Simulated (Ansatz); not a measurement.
# NaF: stress in a strained cell

Aim: deform NaF (equal xy, yz and zx engineering shear strains of +1 %) and compute stress, forces and field gradients with LAPW, PAW and all-electron datasets made for the crystal.

Program: Ansatz 0.2.0. Level of theory: DFT LDA, scalar-relativistic. These are calculated values, not measurements.

## Step 1: Starting point

The structure is cubic, space group Fm-3m (No. 225). Conventional cell: a = 4.647 Å, b = 4.647 Å, c = 4.647 Å, α = 90.00°, β = 90.00°, γ = 90.00°. Na (site symmetry m-3m) is surrounded by 6 F at 2.32 Å. Around F (site symmetry m-3m) lie 6 Na at 2.32 Å.

Structure file:

```xyz
2
Lattice="0.0000 2.3233 2.3233 2.3233 0.0000 2.3233 2.3233 2.3233 0.0000" Properties=species:S:1:pos:R:3 pbc="T T T"
Na    0.0000    0.0000    0.0000
F     2.3233    2.3233    2.3233
```

Atoms are numbered in the order of the input: Na1, F2.

## Step 2: The deformed structure

Space group Fm-3m before, R-3m after.

## Step 3: All-electron LAPW

input.yaml reads:

```yaml
crystal:
  lattice:
    - [0.023233, 2.3349165, 2.3349165]
    - [2.3349165, 0.023233, 2.3349165]
    - [2.3349165, 2.3349165, 0.023233]
  atoms:
    - { symbol: Na, position: [0.0, 0.0, 0.0] }
    - { symbol: F, position: [0.5, 0.5, 0.5] }
kpoints:
  mp_grid: { grid: [10, 10, 10] }
  band_path:
    path:
      - [0.0, 0.0, 0.0]
      - [0.5, 0.5, 0.5]
      - [0.247543133, 0.5, 0.752456867]
      - [-0.247543133, 0.247543133, 0.5]
      - [0.0, 0.0, 0.5]
      - [0.0, 0.0, 0.0]
      - [-0.3737715665, 0.0, 0.3737715665]
      - [0.0, 0.3737715665, 0.6262284335]
      - [0.0, 0.5, 0.5]
    npoints: 5
scf:
  occupations: { method: fermi_dirac, width: 0.02 }
hamiltonian:
  xc: lda
  pseudopotentials: { kind: all_electron, lapw: { basis_error: 0.0005 } }
output:
  forces: true
  stress: true
  eigenvalues: true
```

Launch:

```sh
$ ansatz run input.yaml --threads 1 --pin off --max-ram 3072MiB --backend cpu --events-out ev --progress --plain --runs-dir out
```

## Step 4: PAW with frozen cores

input.yaml reads:

```yaml
crystal:
  lattice:
    - [0.023233, 2.3349165, 2.3349165]
    - [2.3349165, 0.023233, 2.3349165]
    - [2.3349165, 2.3349165, 0.023233]
  atoms:
    - { symbol: Na, position: [0.0, 0.0, 0.0] }
    - { symbol: F, position: [0.5, 0.5, 0.5] }
kpoints:
  mp_grid: { grid: [10, 10, 10] }
scf:
  occupations: { method: fermi_dirac, width: 0.02 }
hamiltonian:
  xc: lda
  pseudopotentials: { kind: paw }
output:
  forces: true
  stress: true
  eigenvalues: true
  efg: { contact_densities: true }
  write_density: true
  write_potential: true
  elf: true
  volumetric_format: npy
```

## Step 5: All-electron PAW on datasets made for the crystal

Edit input.yaml of step 4 so:

```diff
@@ -14,3 +14,3 @@
   xc: lda
-  pseudopotentials: { kind: paw }
+  pseudopotentials: { kind: all_electron, datasets: crystal }
 output:
@@ -20,5 +20 @@
   efg: { contact_densities: true }
-  write_density: true
-  write_potential: true
-  elf: true
-  volumetric_format: npy
```

(Steps that only read results are left out.)

Before running it: what results should come out? Wanted: pressure; largest shear or deviatoric stress.

**Answer**, as computed:

```
                                 quantity                                              value
                                 pressure  LAPW -4.61, PAW -4.64, crystal datasets -4.61 GPa
largest shear or deviatoric stress (LAPW)                                           0.29 GPa
```

What this shows: The largest part of the stress beyond the pressure is 0.29 GPa in size; the atoms are carried along and not relaxed. No run of the undeformed cell stands beside it, so the pressure holds what the given cell had before the change. PAW: stress within 0.03 GPa of LAPW. Crystal datasets: stress within 0.01 GPa of LAPW.
